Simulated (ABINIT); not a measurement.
# GaAs (F-43m) in ABINIT: further runs, part 2 of 2

ABINIT 10.8.3 (patched build).

### Step 3. Single point, LDA

Contents of run.abi:

```
# Pseudopotentials
pp_dirpath "./"
pseudos "As.upf, Ga.upf"

# Structure
acell 3*1.0 Angstrom
rprim
     0.0000000000     2.8268500000     2.8268500000
     2.8268500000     0.0000000000     2.8268500000
     2.8268500000     2.8268500000     0.0000000000
ntypat 2
znucl 33 31
natom 2
typat 1 2
xcart
     8.0129584431     8.0129584431     8.0129584431
     0.0000000000     0.0000000000     0.0000000000

# Plane-wave basis
ecut 36.0

# k points
kptopt 1
ngkpt 6 6 6
nshiftk 1
shiftk 0.0 0.0 0.0

# Exchange and correlation
ixc 7

# Bands and occupations
nband 18
occopt 3
tsmear 0.00183747

# SCF cycle
nstep 100
tolvrs 1.0e-10

# Output
iomode 3
prtwf 0
prtden 0
prteig 0
prtebands 0
enunit 1
```

Potentials or basis: PseudoDojo NC SR LDA v0.4.1 standard.

Started as:

```console
abinit run.abi > log 2>&1
```

Wall time 39 s (1 thread of Arm Neoverse V1, shared host); peak memory 0.08 GiB.

It converged, with:

```
Free energy                                           : -4962.2347 eV
Band gap on the k mesh                                : 0.28 eV, direct
Valence electrons inside the program's atomic spheres : As 12.39; Ga 10.84
```

Levels at points of the mesh, in eV from the valence-band top:
```csv
k point,band 12,band 13,band 14,band 15,band 16,band 17
"(0.00, 0.00, 0.00)",0.00,0.00,0.00,0.28,3.69,3.69
"(0.50, 0.00, 0.00)",-6.70,-1.14,-1.14,0.84,4.60,4.60
"(0.50, 0.50, 0.00)",-6.88,-2.69,-2.69,1.35,1.56,10.04
```

Caveat: the cutoff is too short for stress, so the log's stress isn't used.

### Step 4. Single point, PBE

Contents of run.abi:

```
# Pseudopotentials
pp_dirpath "./"
pseudos "As.upf, Ga.upf"

# Structure
acell 3.9977696088 3.9977696088 3.9977696088 Angstrom
rprim
     0.0000000000     0.7071067812     0.7071067812
     0.7071067812     0.0000000000     0.7071067812
     0.7071067812     0.7071067812     0.0000000000
ntypat 2
znucl 33 31
natom 2
typat 1 2
xred
     0.7500000000     0.7500000000     0.7500000000
     0.0000000000     0.0000000000     0.0000000000

# Plane-wave basis
ecut 38.0

# k points
kptopt 1
ngkpt 6 6 6
nshiftk 1
shiftk 0.0 0.0 0.0

# Exchange and correlation
ixc 11

# Bands and occupations
nband 18
occopt 3
tsmear 0.05 eV

# SCF cycle
nstep 100
tolvrs 1.0e-10

# Output
iomode 3
prtwf 0
prtden 0
prteig 0
prtebands 0
enunit 1
prtvol 2
```

Potentials or basis: PseudoDojo NC SR PBE v0.4.1 standard.

Started as:

```console
abinit run.abi > log 2>&1
```

run.abo:

```text
.Version 10.8.3 of ABINIT
 Symmetries : space group F-4 3 m (#216); Bravais cF (face-center cubic)
================================================================================
 Values of the parameters that define the memory need of the present run
     intxc =       0    ionmov =       0      iscf =       7    lmnmax =       6
     lnmax =       6     mgfft =      45  mpssoang =       3    mqgrid =    3001
     natom =       2  nloc_mem =       1    nspden =       1   nspinor =       1
    nsppol =       1      nsym =      24    n1xccc =    2501    ntypat =       2
    occopt =       3   xclevel =       2
       mpw =        3428          nfft =       91125          nkpt =          16
================================================================================
================================================================================

--------------------------------------------------------------------------------
------------- Echo of variables that govern the present computation ------------
--------------------------------------------------------------------------------
 -outvars: echo values of preprocessed input variables --------
            acell      7.5546896751E+00  7.5546896751E+00  7.5546896751E+00 Bohr
              amu      7.49215900E+01  6.97230000E+01
             ecut      3.80000000E+01 Hartree
           enunit           1
              ixc          11
         kptrlatt        6    0    0      0    6    0      0    0    6
          kptrlen      4.53281381E+01
            natom           2
            nband          18
            ngfft          45      45      45
[... 296 lines left out ...]
kinetic             :  1.38903076990925E+02
hartree             :  5.73663936907532E+01
xc                  : -4.47211869117275E+01
Ewald energy        : -9.91764168196967E+01
psp_core            :  4.92280304428836E+00
local_psp           : -1.49386528347317E+02
non_local_psp       : -9.04714209596019E+01
internal            : -1.82563279312377E+02
'-kT*entropy'       : -2.11926166835185E-06
total_energy        : -1.82563281431639E+02
total_energy_eV     : -4.96779996537005E+03
band_energy         : -1.57866168340431E+01
...

 Cartesian components of stress tensor (hartree/bohr^3)
  sigma(1 1)= -8.04430152E-05  sigma(3 2)=  0.00000000E+00
  sigma(2 2)= -8.04430152E-05  sigma(3 1)=  0.00000000E+00
  sigma(3 3)= -8.04430152E-05  sigma(2 1)=  0.00000000E+00

-Cartesian components of stress tensor (GPa)         [Pressure=  2.3667E+00 GPa]
- sigma(1 1)= -2.36671522E+00  sigma(3 2)=  0.00000000E+00
- sigma(2 2)= -2.36671522E+00  sigma(3 1)=  0.00000000E+00
- sigma(3 3)= -2.36671522E+00  sigma(2 1)=  0.00000000E+00

== END DATASET(S) ==============================================================
================================================================================

 -outvars: echo values of variables after computation  --------
            acell      7.5546896751E+00  7.5546896751E+00  7.5546896751E+00 Bohr
           etotal     -1.8256328143E+02
            fcart     -4.2844633246E-28 -4.2844633246E-28  1.2853389974E-27
                       4.2844633246E-28  4.2844633246E-28 -1.2853389974E-27
            rprim      0.0000000000E+00  7.0710678120E-01  7.0710678120E-01
                       7.0710678120E-01  0.0000000000E+00  7.0710678120E-01
                       7.0710678120E-01  7.0710678120E-01  0.0000000000E+00
           strten     -8.0443015181E-05 -8.0443015181E-05 -8.0443015181E-05
                       0.0000000000E+00  0.0000000000E+00  0.0000000000E+00
           xangst      4.2402750001E+00  4.2402750001E+00  4.2402750001E+00
                       0.0000000000E+00  0.0000000000E+00  0.0000000000E+00
             xred      7.5000000000E-01  7.5000000000E-01  7.5000000000E-01
                       0.0000000000E+00  0.0000000000E+00  0.0000000000E+00
 Calculation completed.
```

Run time: 46 s. Hardware: 1 thread of Arm Neoverse V1, shared host; peak memory 0.09 GiB.

What came out:

```yaml
Free_energy: -4967.8000 eV
Band_gap_on_the_k_mesh: 0.51 eV, direct
Valence_electrons_inside_the_program's_atomic_spheres: As 12.37; Ga 10.82
```

Caveat: the cutoff is too short for stress, so the log's stress isn't used.

### Step 5. Comparison with measurements

Step 2. Against the measured gap of GaAs, 1.412 eV (direct; 300 K; “Evidence of valence band perturbations in GaAsN/GaAs(001): A combined variable-angle spectroscopic ellipsometry and modulated photoreflectance investigation”, 2008, arxiv:0805.2212), the calculated 0.28 eV is off by -1.14 eV. So large a miss can be the level of theory's own, or it may mean another phase, state or a wrong row. 3 values of this kind are on record (1.412 to 1.51 eV); this one was drawn at random among those near their median, those with a stated uncertainty first. Spin-orbit coupling on As, Ga is left out. The value is that of LDA, without temperature or zero-point motion. Semilocal functionals fall short of measured gaps as a rule.

Step 3. A measured gap of GaAs is 1.412 eV (direct; 300 K; “Evidence of valence band perturbations in GaAsN/GaAs(001): A combined variable-angle spectroscopic ellipsometry and modulated photoreflectance investigation”, 2008, arxiv:0805.2212); the calculated 0.28 eV misses it by -1.14 eV. So large a miss can be the level of theory's own, or it may mean another phase, state or a wrong row. 3 values of this kind are on record (1.412 to 1.51 eV); this one was drawn at random among those near their median, those with a stated uncertainty first. Spin-orbit coupling on As, Ga is left out. The value is that of LDA, without temperature or zero-point motion. Semilocal functionals fall short of measured gaps as a rule.

Step 4. Measured gap of GaAs: 1.412 eV (direct; 300 K; “Evidence of valence band perturbations in GaAsN/GaAs(001): A combined variable-angle spectroscopic ellipsometry and modulated photoreflectance investigation”, 2008, arxiv:0805.2212). This calculation gives 0.51 eV (-0.90 eV). 3 values of this kind are on record (1.412 to 1.51 eV); this one was drawn at random among those near their median, those with a stated uncertainty first. Spin-orbit coupling on As, Ga is left out. The value is that of PBE on a finite k mesh, which can miss the band edges, without temperature or zero-point motion. Semilocal functionals fall short of measured gaps as a rule.
